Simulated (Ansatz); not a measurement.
# CdS (Greenockite): the cost of one run

Method: DFT, PBE, plane-wave PAW, default files, scalar-relativistic, as far as a step names no other, in Ansatz 0.2.0.

**1. The structure to begin with**

Symmetry: P6_3mc, No. 186, hexagonal system. Conventional cell: a = 4.150 Å, b = 4.150 Å, c = 6.737 Å, α = 90.00°, β = 90.00°, γ = 120.00°. Cd (site symmetry 3m) has 4 S at 2.53 to 2.54 Å as nearest neighbours. S (site symmetry 3m) has 4 Cd at 2.53 to 2.54 Å as nearest neighbours.

Structure file:

```cif
data_structure
_symmetry_space_group_name_H-M 'P6_3mc'
_symmetry_Int_Tables_number 186
_cell_length_a 4.1500
_cell_length_b 4.1500
_cell_length_c 6.7370
_cell_angle_alpha 90.000
_cell_angle_beta 90.000
_cell_angle_gamma 120.000
_cell_volume 100.48
loop_
_atom_site_label
_atom_site_type_symbol
_atom_site_symmetry_multiplicity
_atom_site_Wyckoff_symbol
_atom_site_fract_x
_atom_site_fract_y
_atom_site_fract_z
_atom_site_occupancy
Cd1 Cd 2 b 0.33333 0.66667 0.00000 1
S1 S 2 b 0.33333 0.66667 0.37500 1
```

The earlier run gave: gap on the mesh 1.20 eV, largest force 0.068 eV/Å, pressure 2.1 GPa.

Like atoms gathered into sites:

| site | atoms | first shell | V_zz (10²¹ V/m²) | η | C_Q (MHz) |
| --- | --- | --- | --- | --- | --- |
| Cd | 1, 2 | 4 S at 2.53–2.54 Å | -0.38 | 0.00 | – |
| S | 3, 4 | 4 Cd at 2.53–2.54 Å | 0.11 | 0.00 | -0.187 (³³S) |

C_Q = eQV_zz/h, which is 24.18 MHz for Q = 1 b and V_zz = 10²¹ V/m²; η = (V_xx − V_yy)/V_zz. Q values from Pyykkö, Mol. Phys. 116, 1328 (2018). A dash under C_Q marks elements without a common quadrupolar isotope.

**2. Ions relaxed at fixed cell**

Contents of input.yaml:

```yaml
crystal:
  lattice:
    - [4.15, 0.0, 0.0]
    - [-2.075, 3.5940054257, 0.0]
    - [0.0, 0.0, 6.737]
  atoms:
    - { symbol: Cd, position: [0.3333333333, 0.6666666667, 0.0] }
    - { symbol: Cd, position: [0.6666666667, 0.3333333333, 0.5] }
    - { symbol: S, position: [0.3333333333, 0.6666666667, 0.375] }
    - { symbol: S, position: [0.6666666667, 0.3333333333, 0.875] }
kpoints:
  mp_grid: { grid: [12, 12, 7] }
scf:
  occupations: { method: fermi_dirac, width: 0.02 }
hamiltonian:
  xc: pbe
  pseudopotentials: { kind: paw }
output:
  forces: true
  stress: true
  populations: true
  efg: { quadrupole_moments_barn: { S: -0.0694 }, contact_densities: true }
relax:
  f_tol: 0.02
  max_steps: 60
```

Run with:

```console
ansatz run input.yaml --threads 1 --pin off --max-ram 3072MiB --backend cpu --events-out ev --progress --plain --runs-dir out
```

**Question.** How long does this run take on 1 thread of AMD EPYC 9R14 (Zen 4), shared host, and how much memory does it need?

About 26 s, with a peak of 0.58 GiB.
